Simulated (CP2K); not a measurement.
# Nb in CP2K: the effect of functional

The system is Nb.

```
Nb
1.0
     2.99106    0.00000    0.00000
     1.49553    2.59034    0.00000
     1.49553    0.86345    2.44219
Nb
1
Direct
  0.00000 0.00000 0.00000
```

This isn't the form of Nb at room conditions, which is bcc.

Alike in all runs:

| Item | Value |
| --- | --- |
| Program | CP2K 2026.2 |
| Potentials or basis | POTENTIAL_UZH Nb GTH-PBE-q13; TZVP-MOLOPT-PBE-GTH basis |
| Density cutoff | 9184 eV |
| k mesh | 11 × 11 × 11 |
| Occupations | fermi-dirac, width 0.05 eV |
| Spin | no spin polarisation |

One run gave: pressure 8.8 GPa. Which functional did it use?
A. PBEsol
B. vdW-DF2
C. OLYP
D. LDA
E. M06-L

B.

```tsv
functional	pressure (GPa)
PBE	-0.9
LDA	-9.1
PBEsol	-6.1
OLYP	-3.9
vdW-DF2	8.8
vdW-DF-cx	-5.5
M06-L	-1.0
```

Caveats: the basis of atomic orbitals isn't converged, which shifts pressures, moduli and gaps; the potentials were made for another functional, which shifts forces and pressure (some runs).
